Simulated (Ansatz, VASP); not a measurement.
## One calculation of CuO, two programs

The input INCAR:

```
SYSTEM = CuO
ALGO = Normal
EDIFF = 1E-6
ENCUT = 520
GGA = PE
ISIF = 2
ISMEAR = -1
LASPH = .TRUE.
LCHARG = .TRUE.
LELF = .TRUE.
LREAL = .FALSE.
LVHAR = .TRUE.
LWAVE = .FALSE.
NBANDS = 25
NELM = 80
PREC = Accurate
SIGMA = 0.05
```

The input KPOINTS:

```
k-points
0
G
  6 6 3
  0 0 0
```

POSCAR

```
CuO
1.0
    2.3446497600     -1.7133998200      0.0000000000
    2.3446497600      1.7133998200      0.0000000000
   -0.8605499100      0.0000000000      5.0594394800
Cu O
2 2
Direct
    0.0032000000      0.4968000000      0.0000000000
    0.4968000000      0.0032000000      0.5000000000
    0.5714000000      0.4056000000      0.2537000000
    0.4056000000      0.5714000000      0.7537000000
```

The input input.yaml:

```yaml
crystal:
  lattice:
    - [2.34464976, -1.71339982, 0.0]
    - [2.34464976, 1.71339982, 0.0]
    - [-0.86054991, 0.0, 5.05943948]
  atoms:
    - { symbol: Cu, position: [0.0032, 0.4968, 0.0] }
    - { symbol: Cu, position: [0.4968, 0.0032, 0.5] }
    - { symbol: O, position: [0.5714, 0.4056, 0.2537] }
    - { symbol: O, position: [0.4056, 0.5714, 0.7537] }
hamiltonian:
  xc: pbe
  pseudopotentials: { kind: paw }
kpoints:
  mp_grid: { grid: [6, 6, 3] }
  band_path:
    path:
      - [[0.0, 0.0, 0.0], [-0.5, -0.5, 0.0], [-0.5249461988, -0.5249461988, 0.3256423996], [-0.5, -0.5, 0.5], [-0.6336779992, -0.3663220008, 0.5]]
      - [[-0.3663220008, 0.3663220008, 0.5], [0.0, 0.0, 0.5], [-0.4750538012, -0.4750538012, 0.6743576004]]
      - [[-0.5, -0.5, 0.0], [-0.612631459, -0.387368541, 0.0]]
      - [[-0.387368541, 0.387368541, 0.0], [0.0, 0.0, 0.0], [-0.5, 0.0, 0.0]]
      - [[-0.5, 0.0, 0.5], [0.0, 0.0, 0.0]]
    npoints: 14
scf:
  occupations: { method: fermi_dirac, width: 0.05 }
  n_extra_bands: 10
output:
  forces: true
  stress: true
  eigenvalues: true
  fatbands: false
```

Alike in both runs: functional PBE; k mesh 6 × 6 × 3; occupations fermi-dirac, width 0.05 eV; no spin polarisation.

|  | VASP | Ansatz |
| --- | --- | --- |
| version | VASP 6.6.1 | Ansatz 0.2.0 |
| potentials or method | VASP PAW PBE potentials, release 64 (Cu, O) | Ansatz PAW |
| plane-wave cutoff (eV) | 520 | 420 |
| valence electrons in the cell | 34 | 50 |
| task | single point | band structure |

```csv
,VASP,Ansatz,Ansatz less VASP
gap on the k mesh at the Fermi level (eV),none,none,-
pressure (GPa),6.5,5.8,-0.72
largest component of the traceless stress (GPa),1.80,1.71,-0.095
rms of the force components (eV/Å),0.431,0.420,-0.0110
```

Atom by atom the forces differ by 0.024 eV/Å (rms over components). A gap of «none» marks a metal or a gap that the smearing closes. The two sets of potentials don't hold the same shells in valence.

Caveats: the k mesh is coarse (spacing up to 0.41 Å⁻¹), so the values aren't converged; the run has no spin polarisation, though such a crystal can be magnetic; semilocal functionals often make such compounds metallic where correlation or magnetic order opens a gap, which also shifts bond lengths; the pressure holds a Pulay correction of +0.7 GPa for the finite cutoff (Ansatz).
